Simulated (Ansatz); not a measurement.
# SnS (Pnma): band structure in Python

Does SnS (Pnma) have a gap, and where are its band edges? Wanted for SnS (Pnma): a band structure.

All numbers are computed with Ansatz 0.2.0, driven from Python. Level of theory: DFT PBE, plane waves, PAW.

It takes space group Pnma (No. 62, orthorhombic). Conventional cell: a = 11.200 Å, b = 3.987 Å, c = 4.334 Å, α = 90.00°, β = 90.00°, γ = 90.00°. Around Sn (site symmetry m) lie 3 S at 2.63 to 2.67 Å. S (site symmetry m) is surrounded by 3 Sn at 2.63 to 2.67 Å.

The script reads sns.vasp:

```text
SnS
1.0
  11.20000000    0.00000000    0.00000000
   0.00000000    3.98700000    0.00000000
   0.00000000    0.00000000    4.33400000
Sn S
4 4
Direct
   0.11940000    0.25000000    0.11980000
   0.38060000    0.75000000    0.61980000
   0.61940000    0.25000000    0.38020000
   0.88060000    0.75000000    0.88020000
   0.85080000    0.25000000    0.47930000
   0.64920000    0.75000000    0.97930000
   0.35080000    0.25000000    0.02070000
   0.14920000    0.75000000    0.52070000
```

```
                       quantity                                            value
                    free energy              -27708.6948 eV (-3463.5869 eV/atom)
                gap on the path                                0.80 eV, indirect
valence top / conduction bottom                between Γ and Z / between Y and Γ
  highest ELF outside the cores  0.90, beside S, off the lines to its neighbours
```

In words: The path gives a gap of 0.80 eV, indirect (valence top between Γ and Z, conduction bottom between Y and Γ); points off the path could narrow it. Against the measured gap of SnS, 1.09 eV (indirect; 300 K; “Linear dichroism of the optical properties of SnS and SnSe van der Waals crystals”, 2024, arxiv:2409.17412), the calculated 0.80 eV is off by -26.7 %. 2 values of this kind are on record (1.09 to 1.16 eV); this one was drawn at random. Semilocal functionals underestimate gaps, which is the main cause of such a shortfall; excitons and temperature, left out, lower measured gaps and so can't explain it. Caveats:
- The computed bands are complete only to about 2.6 eV above the Fermi level.
- An absolute Fermi energy rests on an arbitrary zero of the periodic potential and has no direct meaning.
- Grid values close to the nuclei reflect the PAW or pseudopotential construction, not the all-electron fields.
- Levels are Kohn-Sham eigenvalues on this mesh, without spin-orbit coupling.

Q: Write a script for Ansatz's Python package that leads to these results.

The script that was run; other settings give nearby values:

Contents of bands_sns.py:

```python
from pathlib import Path
import warnings

import ansatz as az
from ase.io import read
import numpy as np

XC = "PBE"
KMESH = (2, 4, 4)
OCCUPATIONS = "Fixed"
N_EMPTY = 8


def main() -> None:
    warnings.simplefilter("ignore", az.DeckWarning)

    atoms = read("sns.vasp", format="vasp")
    xtal = az.Crystal.from_ase(atoms)

    path = [
        ("G", (0.0, 0.0, 0.0)),
        ("X", (0.5, 0.0, 0.0)),
        ("S", (0.5, 0.5, 0.0)),
        ("Y", (0.0, 0.5, 0.0)),
        ("G", (0.0, 0.0, 0.0)),
        ("Z", (0.0, 0.0, 0.5)),
        ("U", (0.5, 0.0, 0.5)),
        ("R", (0.5, 0.5, 0.5)),
    ]
    calculation = (
        xtal.calculation()
        .functional(XC)
        .kpoints(*KMESH)
        .occupations(OCCUPATIONS)
        .band_structure([point for _, point in path], intervals=6)
        .scf(extra_bands=N_EMPTY)
        .density()
        .electron_localization_function()
        .output_files(volumetric_format="npy")
    )
    def show(event):
        row = event["data"]
        if event["event"] == "scf_iter" and row.get("harris_foulkes_ev") is not None:
            print(f"  iteration {row['iter']:3d}  Harris-Foulkes {row['harris_foulkes_ev']:.5f} eV  residual {row['dr2_ev']:.2e}")


    outcome = calculation.session().plan().execute(on_event=show)
    summary = outcome.report

    energy = summary["free_energy_ev"]
    print("F of the SnS cell: {:.6f} eV = {:.6f} Ry = {:.6f} Ha".format(energy, energy / 13.605693, energy / 27.211386))
    print("Fermi level {:.4f} eV, {} k-points, {} symmetry operations".format(summary["fermi_energy_ev"], summary["n_kpoints"], summary["n_symmetry_ops"]))

    lines = ["| quantity | value |", "|---|---|"]
    lines.append(f"| free energy per atom | {summary['free_energy_ev'] / len(outcome.lattice.sites):.4f} eV |")
    lines.append(f"| Fermi level | {summary['fermi_energy_ev']:.3f} eV |")
    lines.append(f"| volume per atom | {summary['setup']['cell_volume_ang3'] / len(outcome.lattice.sites):.3f} A^3 |")
    lines.append(f"| valence electrons | {summary['n_electrons']:g} |")
    Path("summary.md").write_text("\n".join(lines) + "\n")

    folder = Path(outcome.write_results("elf"))
    elf = np.load(folder / "elf.npy")
    peak = np.unravel_index(elf.argmax(), elf.shape)
    print(f"largest ELF {elf.max():.3f} at grid fractions", np.round(np.array(peak) / elf.shape, 3))
    for level in (0.2, 0.5, 0.7, 0.8, 0.9):
        print(f"share of the cell with ELF over {level}: {np.mean(elf > level):.3f}")

    bands = outcome.band_structure()
    fermi = bands.fermi_energy_ev
    print(f"zero of the bands: {fermi:.3f} eV, the Fermi level found on the SCF mesh")
    levels = bands.channels[0].eigenvalues_ev - fermi
    filled = round(summary["n_electrons"]) // 2
    valence, conduction = levels[:, filled - 1], levels[:, filled]
    print("k (fractions)              top valence  bottom conduction (eV)")
    for k, lo, hi in zip(bands.kpoints_frac, valence, conduction):
        print(f"{k[0]:7.3f} {k[1]:7.3f} {k[2]:7.3f} {lo:12.3f} {hi:13.3f}")
    print(f"on this path: least direct gap {np.min(conduction - valence):.3f} eV, least gap {conduction.min() - valence.max():.3f} eV")


if __name__ == "__main__":
    main()
```

On the command line:

```sh
$ python bands_sns.py
```
